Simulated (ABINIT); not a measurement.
# Sn (I4_1/amd) in ABINIT: settings compared

Aim: see how the results for Sn move with the level of theory and the settings. Levels: RPBE, LDA, PBEsol. Tasks: band structure, equation of state.

Program: ABINIT 10.8.3 (patched build). These are calculated values, not measurements. Logs are shortened: lines on timing, memory, paths and dates and some standing lists are left out, and cuts for length are marked. The log counts tension as positive stress, the text compression.

### 1 The crystal as given

Symmetry: I4_1/amd, No. 141, tetragonal system. Conventional cell: a = 5.880 Å, b = 5.880 Å, c = 3.199 Å, α = 90.00°, β = 90.00°, γ = 90.00°. Sn (site symmetry -4m2) is surrounded by 6 Sn at 3.05 to 3.20 Å.

### 2 Band structure, RPBE

The input, run.abi:

```
ndtset 2

pp_dirpath "./"
pseudos "Sn.GGA_PBE-JTH.xml"

acell 4.4549543932 4.4549543932 4.4549543932 Angstrom
rprim
    -0.6599709438     0.6599709438     0.3589940205
     0.6599709438    -0.6599709438     0.3589940205
     0.6599709438     0.6599709438    -0.3589940205
ntypat 1
znucl 50
natom 2
typat 1 1
xred
     0.0000000000     0.0000000000     0.0000000000
     0.7500000000     0.2500000000     0.5000000000

ecut 408.170794 eV
pawecutdg 30.0

ixc 15

occopt 3
tsmear 0.05 eV

nstep 100

iomode 3
prtwf 0
prteig 0
prtebands 0
enunit 1
prtden1 1

kptopt1 1
ngkpt1 9 9 9
nshiftk1 1
shiftk1 0.0 0.0 0.0
nband1 18
tolvrs1 1.0e-9

iscf2 -2
getden2 1
nband2 22
nbdbuf2 2
tolwfr2 1.0e-12
kptopt2 -8
ndivsm2 5
prteig2 1
prtvol2 -3
kptbounds2
     0.0000000000     0.0000000000     0.0000000000
     0.0000000000     0.0000000000     0.5000000000
    -0.5000000000     0.5000000000     0.5000000000
     0.0000000000     0.0000000000     0.0000000000
     0.3239715651     0.3239715651    -0.3239715651
     0.2500000000     0.2500000000     0.2500000000
     0.0000000000     0.5000000000     0.0000000000
    -0.3239715651     0.6760284349     0.3239715651
    -0.5000000000     0.5000000000     0.5000000000
```

Potentials or basis: JTH PAW PBE v2.0.

Launch:

```console
$ abinit run.abi > log 2>&1
```

run.abo:

```text
.Version 10.8.3 of ABINIT
 DATASET    1 : space group I4_1/a m d (#141); Bravais tI (body-center tetrag.)
================================================================================
 Values of the parameters that define the memory need for DATASET  1.
     intxc =       0    ionmov =       0      iscf =      17    lmnmax =      18
     lnmax =       6     mgfft =      30  mpssoang =       3    mqgrid =    3001
     natom =       2  nloc_mem =       2    nspden =       1   nspinor =       1
    nsppol =       1      nsym =      16    n1xccc =       1    ntypat =       1
    occopt =       3   xclevel =       2
       mpw =        1049          nfft =       27000          nkpt =          75
 PAW method is used; the additional fine FFT grid is defined by:
   mgfftf=        45    nfftf =     91125
================================================================================
================================================================================

 DATASET    2 : space group I4_1/a m d (#141); Bravais tI (body-center tetrag.)
================================================================================
 Values of the parameters that define the memory need for DATASET  2.
     intxc =       0    ionmov =       0      iscf =      -2    lmnmax =      18
     lnmax =       6     mgfft =      30  mpssoang =       3    mqgrid =    3001
     natom =       2  nloc_mem =       2    nspden =       1   nspinor =       1
    nsppol =       1      nsym =      16    n1xccc =       1    ntypat =       1
    occopt =       3   xclevel =       2
       mpw =        1057          nfft =       27000          nkpt =          62
 PAW method is used; the additional fine FFT grid is defined by:
   mgfftf=        45    nfftf =     91125
================================================================================
================================================================================

--------------------------------------------------------------------------------
------------- Echo of variables that govern the present computation ------------
--------------------------------------------------------------------------------
 -outvars: echo values of preprocessed input variables --------
            acell      8.4186437066E+00  8.4186437066E+00  8.4186437066E+00 Bohr
              amu      1.18710000E+02
             ecut      1.50000000E+01 Hartree
           enunit           1
           getden1          0
           getden2          1
             iscf1         17
             iscf2         -2
              ixc          15
           jdtset        1    2
           kptopt1          1
           kptopt2         -8
         kptrlatt        9    0    0      0    9    0      0    0    9
          kptrlen1     5.44003695E+01
          kptrlen2     3.00000000E+01
            natom           2
            nband1         18
            nband2         22
           nbdbuf1          0
           nbdbuf2          2
           ndtset           2
           ndivsm1          0
           ndivsm2          5
            ngfft          30      30      30
          ngfftdg          45      45      45
             nkpt1         75
             nkpt2         62
            nstep         100
             nsym          16
           ntypat           1
           occopt           3
        pawecutdg      3.00000000E+01 Hartree
         pawxcdev           0
        prtebands           0
           prteig1          0
           prteig2          1
           prtvol1          0
           prtvol2         -3
            prtwf           0
            rprim     -6.5997094380E-01  6.5997094380E-01  3.5899402050E-01
                       6.5997094380E-01 -6.5997094380E-01  3.5899402050E-01
                       6.5997094380E-01  6.5997094380E-01 -3.5899402050E-01
           shiftk1     0.00000000E+00  0.00000000E+00  0.00000000E+00
           shiftk2     5.00000000E-01  5.00000000E-01  5.00000000E-01
          spgroup         141
           tolvrs1     1.00000000E-09
           tolvrs2     0.00000000E+00
           tolwfr1     0.00000000E+00
           tolwfr2     1.00000000E-12
           tsmear      1.83746611E-03 Hartree
            typat      1  1
           useylm           1
           xangst      0.0000000000E+00  0.0000000000E+00  0.0000000000E+00
                       0.0000000000E+00  2.9401404555E+00  7.9965099438E-01
            xcart      0.0000000000E+00  0.0000000000E+00  0.0000000000E+00
                       0.0000000000E+00  5.5560602325E+00  1.5111213757E+00
             xred      0.0000000000E+00  0.0000000000E+00  0.0000000000E+00
                       7.5000000000E-01  2.5000000000E-01  5.0000000000E-01
            znucl       50.00000

[... 212 lines left out ...]
 R(1)= -5.5560602  5.5560602  3.0222428  G(1)=  0.0000000  0.0899918  0.1654401
 R(2)=  5.5560602 -5.5560602  3.0222428  G(2)=  0.0899918  0.0000000  0.1654401
 R(3)=  5.5560602  5.5560602 -3.0222428  G(3)=  0.0899918  0.0899918  0.0000000
 Unit cell volume ucvol=  3.7318418E+02 bohr^3
 Angles (23,13,12)=  9.74046863E+01  9.74046863E+01  1.37923144E+02 degrees

 Coarse grid specifications (used for wave-functions):

 getcut: wavevector=  0.0000  0.0000  0.0000  ngfft=  30  30  30
         ecut(hartree)=     15.000   => boxcut(ratio)=   2.04412

 Fine grid specifications (used for densities):

 getcut: wavevector=  0.0000  0.0000  0.0000  ngfft=  45  45  45
         ecut(hartree)=     30.000   => boxcut(ratio)=   2.12028
--------------------------------------------------------------------------------

================================================================================
 Non-SCF case, kpt    1 (  0.00000  0.00000  0.00000), residuals and eigenvalues=
  5.86E-13  3.29E-13  2.94E-13  7.74E-13  8.09E-13  4.71E-13  5.05E-13  2.96E-13
  9.76E-13  4.01E-13  1.75E-13  7.84E-13  3.71E-13  5.53E-13  3.22E-13  2.09E-13
  8.01E-13  8.80E-13  6.74E-13  9.49E-13  5.40E-09  2.28E-07
 -5.6385E-01 -5.6115E-01 -5.5964E-01 -5.5924E-01 -5.5411E-01 -5.5411E-01
 -5.5374E-01 -5.5374E-01 -5.5073E-01 -5.4678E-01 -1.7133E-01  9.7769E-02
  1.6133E-01  1.6133E-01  3.4245E-01  4.5860E-01  4.5860E-01  4.8149E-01
  4.8532E-01  5.8953E-01  6.1418E-01  6.3932E-01
 Non-SCF case, kpt    2 (  0.00000  0.00000  0.07143), residuals and eigenvalues=
  6.76E-13  2.84E-13  7.91E-13  2.58E-13  9.47E-13  6.41E-13  3.51E-13  4.77E-13
  2.86E-13  2.88E-13  7.64E-13  5.83E-13  6.72E-13  7.24E-13  1.42E-13  9.20E-13
[... 471 lines left out ...]
  3.55E-13  1.50E-13  8.97E-13  3.97E-13  2.69E-13  6.17E-13  2.82E-13  8.91E-13
  4.63E-13  5.79E-13  7.51E-13  8.43E-13  2.51E-10  1.03E-07
 -5.6141E-01 -5.6129E-01 -5.5505E-01 -5.5478E-01 -5.5417E-01 -5.5415E-01
 -5.5415E-01 -5.5411E-01 -5.5365E-01 -5.5365E-01 -4.2062E-02 -3.9724E-02
  6.1387E-02  6.1387E-02  3.5959E-01  4.6964E-01  5.7138E-01  5.7138E-01
  6.6363E-01  6.8340E-01  6.8340E-01  7.2936E-01
 Non-SCF case, kpt   62 ( -0.50000  0.50000  0.50000), residuals and eigenvalues=
  4.08E-13  9.12E-13  4.28E-13  2.81E-13  5.35E-13  3.17E-13  2.50E-13  6.22E-13
  3.90E-13  9.69E-13  5.96E-13  4.58E-13  3.14E-13  5.57E-13  3.20E-13  3.66E-13
  1.77E-13  6.60E-13  8.24E-13  9.74E-13  6.96E-11  7.35E-11
 -5.6154E-01 -5.6154E-01 -5.5468E-01 -5.5468E-01 -5.5448E-01 -5.5447E-01
 -5.5401E-01 -5.5401E-01 -5.5357E-01 -5.5357E-01 -4.2610E-02 -4.2608E-02
  5.9365E-02  5.9365E-02  4.1700E-01  4.1700E-01  5.7217E-01  5.7217E-01
  6.9343E-01  6.9343E-01  7.1028E-01  7.1028E-01

--- !ResultsGS
iteration_state: {dtset: 2, }
comment   : Summary of ground state results
lattice_vectors:
- [ -5.5560602,   5.5560602,   3.0222428, ]
- [  5.5560602,  -5.5560602,   3.0222428, ]
- [  5.5560602,   5.5560602,  -3.0222428, ]
lattice_lengths: [   8.41864,    8.41864,    8.41864, ]
lattice_angles: [ 97.405,  97.405, 137.923, ] # degrees, (23, 13, 12)
lattice_volume:   3.7318418E+02
convergence: {deltae:  0.000E+00, res2:  0.000E+00, residm:  9.939E-13, diffor:  0.000E+00, }
etotal    :  -1.39330320E+02
entropy   :   0.00000000E+00
fermie    :   2.33287899E-01
cartesian_stress_tensor: null
pressure_GPa: null
xred      :
- [  0.0000E+00,   0.0000E+00,   0.0000E+00, Sn]
- [  7.5000E-01,   2.5000E-01,   5.0000E-01, Sn]
cartesian_forces: null
force_length_stats: {min: null, max: null, mean: null, }
...

 Integrated electronic density in atomic spheres:
 ------------------------------------------------
 Atom  Sphere_radius  Integrated_density
    1        2.51086         11.88629632
    2        2.51086         11.88531823

================================================================================

 ----iterations are completed or convergence reached----

 Mean square residual over all n,k,spin=   51.168E-14; max=  99.390E-14
 reduced coordinates (array xred) for    2 atoms
       0.000000000000      0.000000000000      0.000000000000
       0.750000000000      0.250000000000      0.500000000000

 cartesian coordinates (angstrom) at end:
    1      0.00000000000000     0.00000000000000     0.00000000000000
    2      0.00000000000000     2.94014045546616     0.79965099437950
 length scales=  8.418643706558  8.418643706558  8.418643706558 bohr
              =  4.454954393200  4.454954393200  4.454954393200 angstroms
 Eigenvalues (   eV  ) for nkpt=  62  k points:
 kpt#   1, nband= 22, wtk=  1.00000, kpt=  0.0000  0.0000  0.0000 (reduced coord)
 -15.34305  -15.26956  -15.22854  -15.21767  -15.07822  -15.07822  -15.06801  -15.06801
 -14.98615  -14.87853   -4.66215    2.66044    4.38991    4.38991    9.31843   12.47901
  12.47901   13.10201   13.20617   16.04181   16.71268   17.39682
 kpt#   2, nband= 22, wtk=  1.00000, kpt=  0.0000  0.0000  0.0714 (reduced coord)
 -15.33912  -15.27025  -15.22507  -15.22015  -15.08013  -15.07605  -15.06684  -15.06641
 -14.98848  -14.88261   -4.61696    2.25944    4.44394    4.70446    9.52943   12.00555
  12.20967   13.14156   13.20620   16.33676   16.67322   17.04357
 kpt#   3, nband= 22, wtk=  1.00000, kpt=  0.0000  0.0000  0.1429 (reduced coord)
 -15.32760  -15.27214  -15.22731  -15.21518  -15.08579  -15.07012  -15.06403  -15.06200
 -14.99541  -14.89466   -4.48138    1.46893    4.60537    5.25273   10.14497   11.15796
  11.56731   12.97654   13.14303   16.47908   16.67724   17.06925
 kpt#   4, nband= 22, wtk=  1.00000, kpt=  0.0000  0.0000  0.2143 (reduced coord)
 -15.30870  -15.27443  -15.23694  -15.19959  -15.09567  -15.06209  -15.06066  -15.05475
 -15.00628  -14.91289   -4.25547    0.60171    4.87241    5.77827   10.23835   10.78638
  11.10775   12.77007   12.93793   16.24735   16.37790   17.99379
 kpt#   5, nband= 22, wtk=  1.00000, kpt=  0.0000  0.0000  0.2857 (reduced coord)
[... 217 lines left out ...]
 -15.06184  -15.03544   -0.85191   -0.63348    2.10444    2.10444    6.77461   13.01233
  14.84444   14.84444   17.43042   17.43042   18.21031   18.21504
 kpt#  60, nband= 22, wtk=  1.00000, kpt= -0.4413  0.5587  0.4413 (reduced coord)
 -15.26152  -15.26005  -15.10484  -15.10437  -15.08908  -15.08908  -15.07123  -15.07123
 -15.07080  -15.05831   -1.03984   -0.90647    1.83445    1.83445    8.24233   13.54972
  15.38931   15.38931   17.45023   17.86484   17.86484   19.56623
 kpt#  61, nband= 22, wtk=  1.00000, kpt= -0.4707  0.5293  0.4707 (reduced coord)
 -15.27668  -15.27354  -15.10373  -15.09630  -15.07962  -15.07908  -15.07908  -15.07812
 -15.06555  -15.06555   -1.14458   -1.08095    1.67042    1.67042    9.78499   12.77949
  15.54792   15.54792   18.05823   18.59623   18.59623   19.84681
 kpt#  62, nband= 22, wtk=  1.00000, kpt= -0.5000  0.5000  0.5000 (reduced coord)
 -15.28039  -15.28037  -15.09373  -15.09370  -15.08810  -15.08801  -15.07540  -15.07540
 -15.06347  -15.06347   -1.15949   -1.15941    1.61542    1.61542   11.34716   11.34718
  15.56958   15.56958   18.86909   18.86909   19.32766   19.32767

== END DATASET(S) ==============================================================
================================================================================

 -outvars: echo values of variables after computation  --------
            acell      8.4186437066E+00  8.4186437066E+00  8.4186437066E+00 Bohr
           etotal1    -1.3933032008E+02
            fcart1    -1.7446756150E-27 -8.7233780752E-28  3.7419594876E-27
                       1.7446756150E-27  8.7233780752E-28 -3.7419594876E-27
            rprim     -6.5997094380E-01  6.5997094380E-01  3.5899402050E-01
                       6.5997094380E-01 -6.5997094380E-01  3.5899402050E-01
                       6.5997094380E-01  6.5997094380E-01 -3.5899402050E-01
           strten1    -9.7514726998E-05 -9.7514726998E-05 -8.0894916642E-05
                       0.0000000000E+00  0.0000000000E+00  0.0000000000E+00
           xangst      0.0000000000E+00  0.0000000000E+00  0.0000000000E+00
                       0.0000000000E+00  2.9401404555E+00  7.9965099438E-01
             xred      0.0000000000E+00  0.0000000000E+00  0.0000000000E+00
                       7.5000000000E-01  2.5000000000E-01  5.0000000000E-01
 Calculation completed.
```

Wall time 72 s (1 thread of Arm Neoverse V1, shared host); peak memory 0.13 GiB.

What came out:

| Property | Result |
| --- | --- |
| Free energy | -3791.3712 eV |
| Band gap on the k mesh | none (metal or under the smearing width) |
| Valence electrons inside the program's atomic spheres | Sn 11.89 (radii [1.3287] Å) |

Levels at the corners of the path, in eV from the Fermi level:
```tsv
point	band 10	band 11	band 12	band 13	band 14	band 15	band 16	band 17	band 18	band 19
Γ	-21.23	-11.01	-3.69	-1.96	-1.96	2.97	6.13	6.13	6.75	6.86
X	-21.35	-8.81	-8.81	0.58	0.58	1.53	1.53	5.97	5.97	9.41
M	-21.41	-7.51	-7.51	-4.73	-4.73	5.00	5.00	9.22	9.22	12.52
Γ	-21.23	-11.01	-3.69	-1.96	-1.96	2.97	6.13	6.13	6.75	6.86
Z	-21.31	-6.46	-5.55	-3.00	-2.87	-2.87	2.98	5.49	5.49	8.44
P	-21.32	-5.94	-5.94	-3.48	-3.48	3.52	3.52	3.88	3.88	6.70
N	-21.29	-6.87	-5.35	-2.33	-1.69	-1.12	2.25	2.80	4.59	7.11
Z1	-21.31	-6.46	-5.55	-3.00	-2.87	-2.87	2.98	5.49	5.49	8.44
M	-21.41	-7.51	-7.51	-4.73	-4.73	5.00	5.00	9.22	9.22	12.52
```

Caveat: the cutoff is too short for stress, so the log's stress isn't used; the PAW data sets were made with another functional, which shifts forces and pressure a little; spin-orbit coupling is left out, which moves the levels of the heavy elements.

### 3 Equation of state, LDA

The input, run.abi:

```
# Datasets: one volume each
ndtset 7
getwfk -1
scalecart1 3*0.9795861087
scalecart2 3*0.9864848297
scalecart3 3*0.9932883884
scalecart4 3*1.0000000000
scalecart5 3*1.0066227096
scalecart6 3*1.0131594038
scalecart7 3*1.0196128224

# Pseudopotentials
pp_dirpath "./"
pseudos "Sn.hgh"

# Structure
acell 3*1.0
rprim
    -5.5560602284     5.5560602284     3.0222427496
     5.5560602284    -5.5560602284     3.0222427496
     5.5560602284     5.5560602284    -3.0222427496
ntypat 1
znucl 50
natom 2
typat 1 1
xred
     0.0000000000     0.0000000000     0.0000000000
     0.7500000000     0.2500000000     0.5000000000

# Plane-wave basis
ecut 435.382180 eV

# k points
kptopt 1
ngkpt 9 9 9
nshiftk 1
shiftk 0.0 0.0 0.0

# Exchange and correlation
ixc 7

# Bands and occupations
nband 8
occopt 3
tsmear 0.05 eV

# SCF cycle
nstep 100
tolvrs 1.0e-10

# Output
iomode 3
prtwf 1
prtden 0
prteig 0
prtebands 0
enunit 2
```

Potentials or basis: HGH LDA.

Launch:

```console
$ abinit run.abi > log 2>&1
```

run.abo:

```text
.Version 10.8.3 of ABINIT
 DATASET    1 : space group I4_1/a m d (#141); Bravais tI (body-center tetrag.)
================================================================================
 Values of the parameters that define the memory need for DATASET  1.
     intxc =       0    ionmov =       0      iscf =       7    lmnmax =       6
     lnmax =       6     mgfft =      30  mpssoang =       3    mqgrid =    3001
     natom =       2  nloc_mem =       1    nspden =       1   nspinor =       1
    nsppol =       1      nsym =      16    n1xccc =       0    ntypat =       1
    occopt =       3   xclevel =       1
       mpw =        1088          nfft =       27000          nkpt =          75
================================================================================
================================================================================
[... 61 lines left out ...]
 DATASET    7 : space group I4_1/a m d (#141); Bravais tI (body-center tetrag.)
================================================================================
 Values of the parameters that define the memory need for DATASET  7.
[... 1229 lines left out ...]
                      -0.0000000000E+00 -0.0000000000E+00 -0.0000000000E+00
            fcart5    -0.0000000000E+00 -0.0000000000E+00 -0.0000000000E+00
                      -0.0000000000E+00 -0.0000000000E+00 -0.0000000000E+00
[... 38 lines left out ...]
                       0.0000000000E+00  0.0000000000E+00  0.0000000000E+00
           xangst1     0.0000000000E+00  0.0000000000E+00  0.0000000000E+00
                       0.0000000000E+00  2.8801207457E+00  7.8332700544E-01
           xangst2     0.0000000000E+00  0.0000000000E+00  0.0000000000E+00
                       7.3997126760E-17  2.9004039543E+00  7.8884357455E-01
           xangst3     0.0000000000E+00  0.0000000000E+00  0.0000000000E+00
                       7.2886713989E-17  2.9204073725E+00  7.9428404702E-01
           xangst4     0.0000000000E+00  0.0000000000E+00  0.0000000000E+00
                       7.1791307958E-17  2.9401404533E+00  7.9965099391E-01
           xangst5     0.0000000000E+00  0.0000000000E+00  0.0000000000E+00
                       0.0000000000E+00  2.9596121497E+00  8.0494685022E-01
           xangst6     0.0000000000E+00  0.0000000000E+00  0.0000000000E+00
                       6.9643554014E-17  2.9788309487E+00  8.1017392424E-01
           xangst7     0.0000000000E+00  0.0000000000E+00  0.0000000000E+00
                       0.0000000000E+00  2.9978049058E+00  8.1533440684E-01
             xred      0.0000000000E+00  0.0000000000E+00  0.0000000000E+00
                       7.5000000000E-01  2.5000000000E-01  5.0000000000E-01
 Calculation completed.
```

It took 89 s on 1 thread of Arm Neoverse V1, shared host; peak memory 0.11 GiB.

What came out:

```yaml
Equilibrium_volume: "25.85 Å³/atom (rough: see the caveat)"
Bulk_modulus_at_fixed_shape_and_positions: 58 GPa (rough)
```

Energy against volume, from the lowest point:
```
volume (Å³/atom)  energy (meV/atom)
          25.991               0.00
          26.544               3.05
          27.097               9.78
          27.650              19.81
          28.203              32.75
          28.756              48.29
          29.309              66.14
```

Caveat: pressures at fixed basis lie under the slope of the energies; the minimum lies outside the volumes run; the cell was scaled at fixed shape and fractional positions, which overstates the stiffness of a crystal with free parameters, most of all of layers and chains; HGH potentials are hard and often keep d shells in the core, so these values are rough.

(Part 1 of 2 ends here.)
